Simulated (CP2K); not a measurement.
# Au under changes of volume

One of the cells (16.855 Å³/atom); the others are scaled copies at fixed shape and fractional positions:

```xyz
1
Lattice="2.8779 0.0000 0.0000 1.4390 2.4924 0.0000 1.4390 0.8308 2.3498" Properties=species:S:1:pos:R:3 pbc="T T T"
Au    0.0000    0.0000    0.0000
```

| Property | Result |
| --- | --- |
| Program | CP2K 2026.2 |
| Functional | PBE |
| Potentials or basis | POTENTIAL_UZH Au GTH-PBE-q19; TZVP-MOLOPT-PBE-GTH basis |
| Density cutoff | 8163 eV |
| k mesh | 11 × 11 × 11 |
| Occupations | fermi-dirac, width 0.05 eV |
| Spin | no spin polarisation |

| volume (Å³/atom) | energy over the lowest point (meV/atom) | pressure (GPa) |
| --- | --- | --- |
| 15.843 | ? | ? |
| 16.181 | 91.54 | 19.3 |
| 16.518 | 55.94 | 14.4 |
| 16.855 | 30.07 | 10.1 |
| 17.192 | 12.78 | 6.3 |
| 17.529 | 3.06 | 2.9 |
| 17.866 | 0.00 | 0.0 |

Task: What does the run at 15.843 Å³/atom give?

Result: Energy over the lowest point 138.15 meV/atom; pressure 24.9 GPa.

Worked out: A Birch-Murnaghan fit of order 3 (a polynomial in V^(-2/3)) to the other rows has its minimum at 17.87 Å³/atom with B0 = V·E''(V) = 148 GPa and B' = 5.7. It gives 138.34 meV/atom at 15.843 Å³/atom, against the run's 138.15, and -dE/dV = 25.0 GPa, against 24.9.

Energies are extrapolated to zero smearing.

Caveats: the basis of atomic orbitals isn't converged, which shifts pressures, moduli and gaps.
